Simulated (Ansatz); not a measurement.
MoS2: levels along high-symmetry lines

```
Mo S
1.0
     3.16100    0.00000    0.00000
    -1.58050    2.73751    0.00000
     0.00000    0.00000   12.29500
Mo S
2 4
Direct
  0.33333 0.66667 0.25000
  0.66667 0.33333 0.75000
  0.33333 0.66667 0.62750
  0.66667 0.33333 0.12750
  0.33333 0.66667 0.87250
  0.66667 0.33333 0.37250
```

Atoms are numbered in the order listed.

Conventional cell: a = 3.161 Å, b = 3.161 Å, c = 12.295 Å, α = 90.00°, β = 90.00°, γ = 120.00°. Mo (atom 1) is surrounded by 6 S at 2.37 Å. S (atom 3) has 3 Mo at 2.37 Å as nearest neighbours.

The cell comes from COD entry 9007660, which wasn't checked; take it as a given geometry.

Theory: DFT, PBE, all-electron LAPW, scalar-relativistic (Ansatz 0.2.0).

Numerical set-up: a Γ-centred 10×10×3 k mesh, Fermi–Dirac smearing of 0.03 eV, basis error target 1 meV/atom, no spin polarisation.

Points in fractions of the reciprocal vectors of this cell: Γ (0, 0, 0), M (0.5, 0, 0), K (0.333, 0.333, 0), A (0, 0, 0.5), L (0.5, 0, 0.5), H (0.333, 0.333, 0.5). The path joins them by straight lines in the order Γ–M–K–Γ–A–L–H–A–L; legs that retrace an earlier one aren't tabulated. Energies are in eV from the top of the valence band.

**Question.** List the levels at L between -8 and 6 eV.

**Answer.** -6.85 (×2), -5.84 (×2), -5.06 (×2), -4.28 (×2), -2.66 (×2), -1.97 (×2), -1.51 (×2), 1.41 (×2), 2.00 (×2), 3.20 (×2), 3.76 (×2), 5.48 (×2).

**Question.** List the levels at Γ between -8 and 6 eV.

**Answer.** -7.17, -6.27, -3.80 (×2), -3.79 (×2), -3.45, -2.60 (×2), -2.56 (×2), -1.32, -1.13, 0.00, 1.98 (×2), 2.00 (×2), 2.32 (×2), 2.46 (×2), 5.32, 5.37.

**Question.** List the levels at K between -8 and 6 eV.

**Answer.** -6.62, -6.49, -5.65 (×2), -5.21, -5.00, -4.52 (×2), -3.89 (×2), -2.81 (×2), -1.00, -0.87, 0.72 (×2), 1.96, 2.88 (×2), 2.93, 4.28 (×2), 5.65.

**Question.** What is the band gap?

**Answer.** 0.72 eV, indirect from Γ to K (0.333, 0.333, 0).

Kohn–Sham gaps of semilocal functionals usually fall short of measured ones.
